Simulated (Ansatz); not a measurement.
Reactions of `CC[Se]B(O)O`.

Gas-phase electronic energies from Ansatz, PBE0-D4/def2-TZVP geometries. CCSD(T)/CBS adds triple-zeta CCSD(T) − MP2 to the extrapolated MP2 energy (def2 sets, frozen cores). This one scheme is used for every species. def2 core potentials past Kr. For Se, Te outer-core shells are correlated without core-valence functions, which leaves a few kJ/mol of doubt a bond. Scalar relativity is left out up to krypton. Each species was taken in one conformer, which may not be the lowest.

```
                                                       reaction  CCSD(T)/CBS(def2) (kJ/mol)
            `CC[Se]B(O)O` + `C[SiH3]` → `CC[Se][SiH2]C` + `OBO`                         -11
                        `CC[Se]B(O)O` + CH₄ → `CC[Se]C` + `OBO`                           ?
`CC[Se]B(O)O` + trifluoromethane → `OB(O)[Se]C(F)(F)F` + ethane                           ?
                  `CC[Se]B(O)O` + SiH₄ → `CC[Se][SiH3]` + `OBO`                          -5
                        `CC[Se]B(O)O` + BH₃ → `B[Se]CC` + `OBO`                         -54
              `CC[Se]B(O)O` + `C=CCl` → `C=C[Se]CC` + `OB(O)Cl`                           ?
                    `CC[Se]B(O)O` + CH₄ → `C[Se]B(O)O` + ethane                          14
                     `CC[Se]B(O)O` + CH₄ → `CB(O)O` + `CC[SeH]`                          68
          `CC[Se]B(O)O` + `CC[Te]C` → `CC[Te]B(O)O` + `CC[Se]C`                          28
      `CC[Se]B(O)O` + `CCO[SiH3]` → `CCOB(O)O` + `CC[Se][SiH3]`                         -42
```

**Question.** Fill in the missing values. (An estimate is asked.)

**Answer.** Computed: `CC[Se]B(O)O` + CH₄ → `CC[Se]C` + `OBO`: +103.7 kJ/mol; `CC[Se]B(O)O` + trifluoromethane → `OB(O)[Se]C(F)(F)F` + ethane: +24.1 kJ/mol; `CC[Se]B(O)O` + `C=CCl` → `C=C[Se]CC` + `OB(O)Cl`: -53.1 kJ/mol.

Largest T1 diagnostic: 0.013, for `OBO`.
